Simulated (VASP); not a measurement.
# K (Im-3m) in VASP: further runs

The runs below take K through relaxation of cell and atoms, with PBE.

Program: VASP 6.6.1. These are calculated values, not measurements. Logs are shortened: lines on timing, memory, paths and dates and some standing lists are left out, and cuts for length are marked.

### Step 1. The structure

The structure is cubic, space group Im-3m (No. 229). Conventional cell: a = 5.225 Å, b = 5.225 Å, c = 5.225 Å, α = 90.00°, β = 90.00°, γ = 90.00°.

### Step 2. Relaxation of cell and atoms, PBE

Input file INCAR:

```
PREC     = Accurate       # precision mode
ENCUT    = 520            # plane-wave cutoff, eV
EDIFF    = 1E-6           # SCF threshold, eV
ISMEAR   = 0              # smearing method
SIGMA    = 0.1            # smearing width, eV
LREAL    = F              # projectors in reciprocal space
LASPH    = T              # aspherical terms in the spheres
NELM     = 120            # most SCF steps
ALGO     = Normal         # electronic algorithm
ISIF     = 3              # what is computed and relaxed
LWAVE    = F              # write WAVECAR
LCHARG   = F              # write CHGCAR
GGA      = PE             # functional
IBRION   = 2              # ionic algorithm
NSW      = 90             # ionic steps
EDIFFG   = -0.01          # ionic threshold
```

Input file KPOINTS:

```
regular mesh
0
Gamma
  12 12 12
```

Input file POSCAR:

```
K
1.0
   -2.6125000000      2.6125000000      2.6125000000
    2.6125000000     -2.6125000000      2.6125000000
    2.6125000000      2.6125000000     -2.6125000000
K
1
Direct
    0.0000000000      0.0000000000      0.0000000000
```

Potentials or basis: VASP PAW PBE potentials, release 64 (K_sv).

Command:

```
$ cat potpaw_PBE.64/K_sv/POTCAR > POTCAR
$ mpirun -np 1 vasp_std > vasp.out
```

OUTCAR:

```text
PREC = Accurate
   ENCUT = 520
   EDIFF = 1E-6
   ISMEAR = 0
   LREAL = F
   LASPH = T
   NELM = 120
   ISIF = 3
   GGA = PE
   IBRION = 2
   NSW = 90
   EDIFFG = -0.01

 ion  position               nearest neighbor table
   1  0.000  0.000  0.000-

  LATTYP: Found a body centered cubic cell.
 ALAT       =     5.2250000000

  Lattice vectors:

 A1 = (  -2.6125000000,   2.6125000000,   2.6125000000)
 A2 = (   2.6125000000,  -2.6125000000,   2.6125000000)
 A3 = (   2.6125000000,   2.6125000000,  -2.6125000000)

Analysis of symmetry for initial positions (statically):
=====================================================================
 Subroutine PRICEL returns:
 Original cell was already a primitive cell.

 Routine SETGRP: Setting up the symmetry group for a
 body centered cubic supercell.

 Subroutine GETGRP returns: Found 48 space group operations
 (whereof 48 operations were pure point group operations)
 out of a pool of 48 trial point group operations.

The static configuration has the point symmetry O_h .

Analysis of symmetry for dynamics (positions and initial velocities):
=====================================================================
 Subroutine PRICEL returns:
 Original cell was already a primitive cell.

 Routine SETGRP: Setting up the symmetry group for a
 body centered cubic supercell.

 Subroutine GETGRP returns: Found 48 space group operations
 (whereof 48 operations were pure point group operations)
 out of a pool of 48 trial point group operations.

The dynamic configuration has the point symmetry O_h .

 Subroutine INISYM returns: Found 48 space group operations
 (whereof 48 operations are pure point group operations),
 and found     1 'primitive' translations

----------------------------------------------------------------------------------------

                                     Primitive cell

  volume of cell :      71.3229

  direct lattice vectors                    reciprocal lattice vectors
    -2.612500000  2.612500000  2.612500000     0.000000000  0.191387560  0.191387560
     2.612500000 -2.612500000  2.612500000     0.191387560  0.000000000  0.191387560
     2.612500000  2.612500000 -2.612500000     0.191387560  0.191387560  0.000000000

  length of vectors
     4.524982735  4.524982735  4.524982735     0.270662883  0.270662883  0.270662883

  position of ions in fractional coordinates (direct lattice)
     0.000000000  0.000000000  0.000000000

  ion indices of the primitive-cell ions
   primitive index   ion index
                 1           1

----------------------------------------------------------------------------------------

 KPOINTS: regular mesh

Automatic generation of k-mesh.
 Grid dimensions read from file:
 generate k-points for:   12   12   12

 Generating k-lattice:

  Cartesian coordinates                     Fractional coordinates (reciprocal lattice)
     0.000000000  0.015948963  0.015948963     0.083333333  0.000000000  0.000000000
     0.015948963  0.000000000  0.015948963     0.000000000  0.083333333  0.000000000
     0.015948963  0.015948963  0.000000000     0.000000000  0.000000000  0.083333333

  Length of vectors
     0.022555240  0.022555240  0.022555240

  Shift w.r.t. Gamma in fractional coordinates (k-lattice)
     0.000000000  0.000000000  0.000000000

 Subroutine IBZKPT returns following result:
 ===========================================

 Found     72 irreducible k-points:

 Following reciprocal coordinates:
            Coordinates               Weight
  0.000000  0.000000  0.000000      1.000000
  0.083333  0.000000  0.000000     12.000000
  0.166667  0.000000  0.000000     12.000000
  0.250000  0.000000  0.000000     12.000000
  0.333333  0.000000  0.000000     12.000000
  0.416667  0.000000  0.000000     12.000000
[... 16 lines left out ...]
  0.333333  0.083333  0.083333     24.000000
  0.416667  0.083333  0.083333     12.000000
 [... further k-points ...]
   k-points           NKPTS =     72   k-points in BZ     NKDIM =     72   number of bands    NBANDS=      8
   number of dos      NEDOS =    301   number of ions     NIONS =      1
   total plane-waves  NPLWV =  46656
   dimension x,y,z NGX =    36 NGY =   36 NGZ =   36
   dimension x,y,z NGXF=    72 NGYF=   72 NGZF=   72
   ions per type =               1
   NGX,Y,Z   is equivalent  to a cutoff of  13.23, 13.23, 13.23 a.u.
   NGXF,Y,Z  is equivalent  to a cutoff of  26.45, 26.45, 26.45 a.u.
 SYSTEM =  unknown system
   PREC   = accura    normal or accurate (medium, high low for compatibility)
   ISTART =      0    job   : 0-new  1-cont  2-samecut
   ICHARG =      2    charge: 1-file 2-atom 10-const
   ISPIN  =      1    spin polarized calculation?
   LNONCOLLINEAR =      F non collinear calculations
   LSORBIT =      F    spin-orbit coupling
   LASPH  =      T    aspherical Exc in radial PAW
   ENCUT  =  520.0 eV  38.22 Ry    6.18 a.u.   8.41  8.41  8.41*2*pi/ulx,y,z
   NELM   =    120;   NELMIN=  2; NELMDL= -5     # of ELM steps
   EDIFF  = 0.1E-05   stopping-criterion for ELM
   LREAL  =      F    real-space projection
   EDIFFG = -.1E-01   stopping-criterion for IOM
   NSW    =     90    number of steps for IOM
   IBRION =      2    ionic relax: 0-MD 1-quasi-New 2-CG
   NFREE  =      1    steps in history (QN), initial steepest desc. (CG)
   ISIF   =      3    stress and relaxation
   ISYM   =      2    0-nonsym 1-usesym 2-fastsym
   POTIM  = 0.5000    time-step for ionic-motion
   TEBEG  =    0.0;   TEEND  =   0.0 temperature during run
   PSTRESS=    0.0 pullay stress
   NELECT =       9.0000    total number of electrons
   NUPDOWN=      -1.0000    fix difference up-down
   EMIN   =  10.00;   EMAX   =-10.00  energy-range for DOS
   EFERMI =   0.00;   METHOD = LEGACY
   ISMEAR =     0;   SIGMA  =   0.10  broadening in eV -4-tet -1-fermi 0-gaus
   EFERMI_NEDOS =   21; number of points for ismear=-14 and -15
   IALGO  =     38    algorithm
   IMIX   =      4    mixing-type and parameters
     AMIX     =   0.40;   BMIX     =  1.00
     AMIX_MAG =   1.60;   BMIX_MAG =  1.00
  volume/ion in A,a.u.               =      71.32       481.31
  Fermi-wavevector in a.u.,A,eV,Ry     =   0.821131  1.551714  9.173822  0.674257
  Thomas-Fermi vector in A             =   1.932236
   LORBIT       =      0    0 simple, 1 ext, 2 COOP (PROOUT), +10 PAW based schemes
   GGA     = PE    functional components
   LHFCALC =     F    Hartree Fock is set to
   AEXX    =    0.0000 exact exchange contribution
   IVDW    =     0    specifies the selected vdW correction
   LEPSILON=     F    determine dielectric tensor
   LRPA    =     F    only Hartree local field effects (RPA)
 conjugate gradient relaxation of ions
 non-spin polarized calculation
 Gauss-broadening in eV      SIGMA  =   0.10
  energy-cutoff  :      520.00
  volume of cell :       71.32
 maximum number of plane-waves:      1961
 NGX is ok and might be reduce to    36
   NGX = 17   NGY = 17   NGZ = 17

--------------------------------------- Ionic step        1  -------------------------------------------

 number of electron       9.0000000 magnetization

 Free energy of the ion-electron system (eV)
  ---------------------------------------------------
  ext. energy  EPLUGINS =         0.00000000
  ---------------------------------------------------
  free energy    TOTEN  =        -1.04734902 eV

  energy without entropy =       -1.04248797  energy(sigma->0) =       -1.04491850

------------------------ aborting loop because EDIFF is reached ----------------------------------------

  FORCE on cell =-STRESS in cart. coord.  units (eV):
  Direction    XX          YY          ZZ          XY          YZ          ZX
  --------------------------------------------------------------------------------------
  -------------------------------------------------------------------------------------
  Total        0.0526215      0.0526215      0.0526215     -0.0000000      0.0000000     -0.0000000
  in kB        1.1820756      1.1820756      1.1820756     -0.0000000      0.0000000     -0.0000000
  external PRESSURE =       1.1820756 kB  Pullay stress =       0.0000000 kB

 VOLUME and BASIS-vectors are now :
 -----------------------------------------------------------------------------
  energy-cutoff  :      520.00
  volume of cell :       71.32
      direct lattice vectors                 reciprocal lattice vectors
    -2.612500000  2.612500000  2.612500000     0.000000000  0.191387560  0.191387560
     2.612500000 -2.612500000  2.612500000     0.191387560  0.000000000  0.191387560
     2.612500000  2.612500000 -2.612500000     0.191387560  0.191387560  0.000000000
[... 36 lines left out ...]
 POSITION                                       TOTAL-FORCE (eV/Angst)
 -----------------------------------------------------------------------------------
     -0.00000      0.00000      0.00000        -0.000000      0.000000     -0.000000
 -----------------------------------------------------------------------------------
    total drift:                               -0.000000      0.000000      0.000000

  FREE ENERGIE OF THE ION-ELECTRON SYSTEM (eV)
  ---------------------------------------------------
  free  energy   TOTEN  =        -1.0477005257 eV

  energy  without entropy=       -1.0428285020  energy(sigma->0) =       -1.04526451

--------------------------------------- Ionic step        3  -------------------------------------------

 number of electron       9.0000001 magnetization

 Free energy of the ion-electron system (eV)
  ---------------------------------------------------
  ext. energy  EPLUGINS =         0.00000000
  ---------------------------------------------------
  free energy    TOTEN  =        -1.04815440 eV

  energy without entropy =       -1.04325087  energy(sigma->0) =       -1.04570264

 E-fermi :  -0.1278     XC(G=0):  -5.6550

 val. band max:       -0.1490590688   @ k =   0.2500   0.2500   0.0000
 cond. band min:      -0.0831841774   @ k =   0.3333   0.1667   0.0000
 fundamental gap:      0.0658748913
 Fermi energy:        -0.1278300768

 k-point     1 :       0.0000    0.0000    0.0000
  band No.  band energies     occupation
      1     -32.2473      2.00000
      2     -15.6968      2.00000
      3     -15.6968      2.00000
      4     -15.6968      2.00000
      5      -2.2749      2.00000
      6       4.1795      0.00000
      7       4.1795      0.00000
      8       4.1795      0.00000

 k-point     2 :       0.0833    0.0000    0.0000
  band No.  band energies     occupation
      1     -32.2471      2.00000
      2     -15.7014      2.00000
      3     -15.6983      2.00000
      4     -15.6967      2.00000
      5      -2.1884      2.00000
      6       4.0495      0.00000
      7       4.0659      0.00000
      8       4.2484      0.00000
[... 221 lines left out ...]
 k-point    23 :       0.3333    0.0833    0.0833
  band No.  band energies     occupation
      1     -32.2434      2.00000
      2     -15.7569      2.00000
      3     -15.7199      2.00000
      4     -15.7009      2.00000
      5      -0.1549      1.29834
      6       1.3456      0.00000
      7       2.7084      0.00000
      8       4.5902      0.00000

 k-point    24 :       0.4167    0.0833    0.0833
  band No.  band energies     occupation
      1     -32.2431      2.00000
      2     -15.7598      2.00000
      3     -15.7222      2.00000
      4     -15.7010      2.00000
      5       0.5049      0.00000
      6       0.6575      0.00000
      7       2.6592      0.00000
      8       4.4845      0.00000

 [... further k-points ...]

------------------------ aborting loop because EDIFF is reached ----------------------------------------

  FORCE on cell =-STRESS in cart. coord.  units (eV):
  Direction    XX          YY          ZZ          XY          YZ          ZX
  --------------------------------------------------------------------------------------
  -------------------------------------------------------------------------------------
  Total        0.0017070      0.0017070      0.0017070     -0.0000000      0.0000000      0.0000000
  in kB        0.0372449      0.0372449      0.0372449     -0.0000000      0.0000000      0.0000000
  external PRESSURE =       0.0372449 kB  Pullay stress =       0.0000000 kB

 VOLUME and BASIS-vectors are now :
 -----------------------------------------------------------------------------
  energy-cutoff  :      520.00
  volume of cell :       73.43
      direct lattice vectors                 reciprocal lattice vectors
    -2.638011580  2.638011580  2.638011580     0.000000000  0.189536696  0.189536696
     2.638011580 -2.638011580  2.638011580     0.189536696  0.000000000  0.189536696
     2.638011580  2.638011580 -2.638011580     0.189536696  0.189536696  0.000000000

 POSITION                                       TOTAL-FORCE (eV/Angst)
 -----------------------------------------------------------------------------------
     -0.00000      0.00000      0.00000        -0.000000      0.000000      0.000000
 -----------------------------------------------------------------------------------
    total drift:                               -0.000000      0.000000      0.000000

  FREE ENERGIE OF THE ION-ELECTRON SYSTEM (eV)
  ---------------------------------------------------
  free  energy   TOTEN  =        -1.0481544033 eV

  energy  without entropy=       -1.0432508708  energy(sigma->0) =       -1.04570264

 reached required accuracy - stopping structural energy minimisation
```

It took 80 s on 1 thread of Intel Xeon Platinum 8259CL at 2.50GHz (Skylake/Cascade Lake), shared host; peak memory 0.23 GiB.

What came out:

```
Free energy                            : -1.0482 eV
Relaxed volume                         : 73.43 Å³/atom
Relaxed cell                           : a = 4.569 Å, b = 4.569 Å, c = 4.569 Å, α = 109.47°, β = 109.47°, γ = 109.47°
Space group after relaxing (to 0.05 Å) : Im-3m (No. 229)
Energy gained by relaxing              : 0.8 meV/atom
Ionic steps                            : 3
Pressure after relaxing                : 0.0 GPa
Band gap on the k mesh                 : none (metal or under the smearing width)
```

The path:
```csv
step,energy change (eV),largest force (eV/Å),pressure (GPa),volume (Å³)
1,0.0000,0.0000,0.12,71.32
2,-0.0004,0.0000,0.09,71.87
3,-0.0008,0.0000,0.00,73.43
```

Final structure:
```
CELL_PARAMETERS angstrom
-2.63801 2.63801 2.63801
2.63801 -2.63801 2.63801
2.63801 2.63801 -2.63801
ATOMIC_POSITIONS crystal
K 0.00000 0.00000 0.00000
```

PBE usually gives volumes a little too large and moduli too small. Zero-point motion and thermal expansion aren't in these numbers.

### Step 3. Relaxation of cell and atoms, PBE

This run uses another cell than the first one, of 73.43 Å³/atom, 1.030 times its volume.

INCAR, as its differences from that of step 2:

```diff
@@ -2,3 +2,3 @@
 ENCUT    = 520            # plane-wave cutoff, eV
-EDIFF    = 1E-6           # SCF threshold, eV
+EDIFF    = 1E-7           # SCF threshold, eV
 ISMEAR   = 0              # smearing method
@@ -14,3 +14,4 @@
 IBRION   = 2              # ionic algorithm
-NSW      = 90             # ionic steps
-EDIFFG   = -0.01          # ionic threshold
+NSW      = 60             # ionic steps
+EDIFFG   = -0.005         # ionic threshold
+POTIM    = 0.3            # step
```

KPOINTS is that of step 2.

Input file POSCAR:

```
K                                       
1.0
   -2.6380115804      2.6380115804      2.6380115804
    2.6380115804     -2.6380115804      2.6380115804
    2.6380115804      2.6380115804     -2.6380115804
  K             
     1
Direct
     0.0000000000000000    0.0000000000000000    0.0000000000000000
```

Potentials or basis: VASP PAW PBE potentials, release 64 (K_sv).

Command:

```
$ cat potpaw_PBE.64/K_sv/POTCAR > POTCAR
$ mpirun -np 1 vasp_std > vasp.out
```

Run time: 33 s. Hardware: 1 thread of Intel Xeon Platinum 8259CL at 2.50GHz (Skylake/Cascade Lake), shared host; peak memory 0.21 GiB.

The run converged. Its results:

| Quantity | Value |
| --- | --- |
| Free energy | -1.0483 eV |
| Pressure after relaxing | 0.0 GPa |
| Band gap on the k mesh | none (metal or under the smearing width) |

Final structure:
```
K
1.0
    -2.63801    2.63801    2.63801
     2.63801   -2.63801    2.63801
     2.63801    2.63801   -2.63801
K
1
Cartesian
  0.0000 0.0000 0.0000
```

Levels at points of the mesh, in eV from the Fermi level:
```csv
k point,band 1,band 2,band 3,band 4,band 5,band 6,band 7,band 8
"(0.00, 0.00, 0.00)",-32.12,-15.57,-15.57,-15.57,-2.15,4.31,4.31,4.31
"(0.50, 0.00, 0.00)",-32.12,-15.64,-15.59,-15.57,0.46,0.70,3.18,4.88
"(0.50, 0.50, 0.50)",-32.11,-15.62,-15.62,-15.62,1.68,1.68,3.49,3.49
```

Caveat: the relaxation stopped at its first step, so nothing moved.
